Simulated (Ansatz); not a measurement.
## MgSi: relaxation of cell and atoms with PBEsol

MgSi:

```
Si Mg
1.0
     1.50251   -5.42602    0.00000
     1.50251    5.42602    0.00000
     0.00000    0.00000    4.34018
Si Mg
2 2
Direct
  0.57064 0.42936 0.75000
  0.42936 0.57064 0.25000
  0.16838 0.83162 0.25000
  0.83162 0.16838 0.75000
```

The cell comes from a database or a generator and needn't be the stable form of this composition.

| Item | Value |
| --- | --- |
| Program | Ansatz 0.2.0 |
| Task | relaxation of cell and atoms |
| Functional | PBEsol |
| Potentials or basis | Ansatz PAW |
| Cutoff | 420 eV (not typed: the program's choice for these potentials) |
| k mesh | 9 × 9 × 6 |
| Occupations | fermi-dirac, width 0.05 eV |
| Spin | no spin polarisation |
| Target pressure | 10 GPa |
| Target pressure (GPa) | 10 |

* Relaxed volume: 15.28 Å³/atom
* Relaxed cell: a = 5.265 Å, b = 5.265 Å, c = 4.288 Å, α = 90.00°, β = 90.00°, γ = 149.07°
* Space group after relaxing (to 0.05 Å): Cmcm (No. 63)
* Energy change on relaxing (the enthalpy is what falls): +44.7 meV/atom
* Ionic steps: 7
* Pressure after relaxing: 10.0 GPa
* Largest force after relaxing: 0.004 eV/Å
* Band gap on the k mesh: none (metal or under the smearing width)

Forces in eV/Å, atoms in the order of the input:
```
Si   0.000 -0.003  0.000
Si   0.000  0.003  0.000
Mg   0.000 -0.004  0.000
Mg   0.000  0.004  0.000
```

Step by step:
```
step  energy change (eV)  largest force (eV/Å)  volume (Å³)
   1              0.0000                0.1669        70.77
   2              0.1196                0.1669        62.67
   3              0.2291                0.0555        60.38
   4              0.1895                0.0149        60.94
   5              0.1785                0.0126        61.10
   6              0.1784                0.0040        61.10
   7              0.1790                0.0040        61.10
```

Final structure:
```xyz
4
Lattice="1.4041 -5.0743 0.0000 1.4041 5.0743 0.0000 0.0000 0.0000 4.2883" Properties=species:S:1:pos:R:3 pbc="T T T"
Si    1.4041   -0.6825    3.2162
Si    1.4041    0.6825    1.0721
Mg    1.4041    3.3748    1.0721
Mg    1.4041   -3.3748    3.2162
```

Levels at points of the mesh, in eV from the Fermi level:
| k point | band 11 | band 12 | band 13 | band 14 | band 15 | band 16 | band 17 | band 18 |
| --- | --- | --- | --- | --- | --- | --- | --- | --- |
| (0.00, 0.00, 0.00) | -5.32 | -4.83 | -3.16 | 0.74 | 2.18 | 2.19 | 2.81 | 4.58 |
| (0.00, 0.00, -0.50) | -4.58 | -4.58 | -2.82 | -2.82 | 4.77 | 4.77 | 5.99 | 5.99 |

Wall time 24 s on 2 threads of Intel(R) Xeon(R) Platinum 8259CL CPU @ 2.50GHz (Skylake/Cascade Lake), with other jobs on the host, peak memory 0.5 GiB.

Caveat: the plane-wave basis is chosen anew once the cell has moved, so the energies of steps on either side of that aren't comparable; the PAW data sets come from PBE, with cores solved anew for the run's functional, which leaves a small shift of forces and pressure.
